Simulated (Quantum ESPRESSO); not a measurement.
## Ce under changes of volume

One of the cells (34.371 Å³/atom); the others are scaled copies at fixed shape and fractional positions:

```
Ce
1.0
     0.00000    2.58060    2.58060
     2.58060    0.00000    2.58060
     2.58060    2.58060    0.00000
Ce
1
Direct
  0.00000 0.00000 0.00000
```

* Program: Quantum ESPRESSO 7.5
* Functional: PBEsol
* Potentials or basis: SSSP 1.3 efficiency PBE
* Cutoff: 748 eV
* Density cutoff: 5987 eV
* k mesh: 9 × 9 × 9
* Occupations: fermi-dirac, width 0.05 eV
* Spin: collinear spin, ferromagnetic start
* Starting moments: [1.0] μB

```csv
volume (Å³/atom),energy over the lowest point (meV/atom),moment (μB per cell)
32.309,0.00,0.00
32.996,33.77,0.39
33.684,67.17,0.63
34.371,100.19,0.76
35.058,?,?
35.746,166.53,0.94
36.433,199.75,1.01
```

**Question.** What does the run at 35.058 Å³/atom give?

**Answer.** Energy over the lowest point 133.31 meV/atom; moment 0.85 μB per cell.

Worked out: A Birch-Murnaghan fit of order 3 (a polynomial in V^(-2/3)) to the other rows has no minimum within the range. It gives 133.31 meV/atom at 35.058 Å³/atom, against the run's 133.31. A parabola through the other rows of the moment, of slope 0.139 μB per Å³/atom there, gives 0.91 μB, against the run's 0.85.

Energies are extrapolated to zero smearing.

Caveats: the potentials were made for another functional, which shifts forces and pressure; the magnetic or orbital state may not be the lowest.
